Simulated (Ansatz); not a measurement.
MgF2 (rutile), relaxed with HSE06 (Ansatz, a quantum-chemistry and plane-wave program, plane waves, PAW): a = b = 4.642 Å, c = 3.056 Å, α = β = γ = 90.00°.

```
Item                  Result
--------------------  ------
gap (eV)                9.39
B₀ by P(V) fit (GPa)    99.2
```

Question: The same phase is relaxed and computed with r²SCAN in the same code. What are the cell and these values now?

Answer: a = 4.6260 Å, b = 4.6260 Å, c = 3.0493 Å, α = 90.00°, β = 90.00°, γ = 90.00°.

gap (eV): 8.06
B₀ by P(V) fit (GPa): 104

All cells were relaxed under the symmetry of their starts (and spin orders); stability against distortions was not tested throughout.

Potentials: the earlier of the program's two PAW sets. The files were generated under PBE; for other functionals the program regenerates the frozen cores, and for LDA and PBEsol the local potential too.

Ansatz is a plane-wave DFT program.
